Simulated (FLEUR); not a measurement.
CaO:

```
Ca O
1.0
     0.00000    2.40356    2.40356
     2.40356    0.00000    2.40356
     2.40356    2.40356    0.00000
Ca O
1 1
Direct
  0.00000 0.00000 0.00000
  0.50000 0.50000 0.50000
```

The cell is a database's computed one.

Base run:

| Item | Value |
| --- | --- |
| Program | FLEUR MaX-R8.1 (later development tree) |
| Functional | r2SCAN |
| Potentials or basis | all-electron |
| Basis | FLAPW |
| Kmax | 4.12 1/bohr |
| k mesh | 10 × 10 × 10 |
| Occupations | fermi-dirac, width 0.05 eV |
| Spin | no spin polarisation |

Its results: band gap on the k mesh 4.18 eV, indirect (least direct gap 4.56 eV).

Problem. The run is repeated on the same cell with these changes: functional from r2SCAN to PBE. What comes out?

Solution. Band gap on the k mesh 3.65 eV, indirect (least direct gap 4.03 eV).

r2SCAN gives the wider gap, since meta-GGAs in the generalised Kohn-Sham scheme recover part of the derivative discontinuity.

Caveats: the meta-GGA is that of a development version, with a GGA for the radial functions and cores and without core tails (some runs).
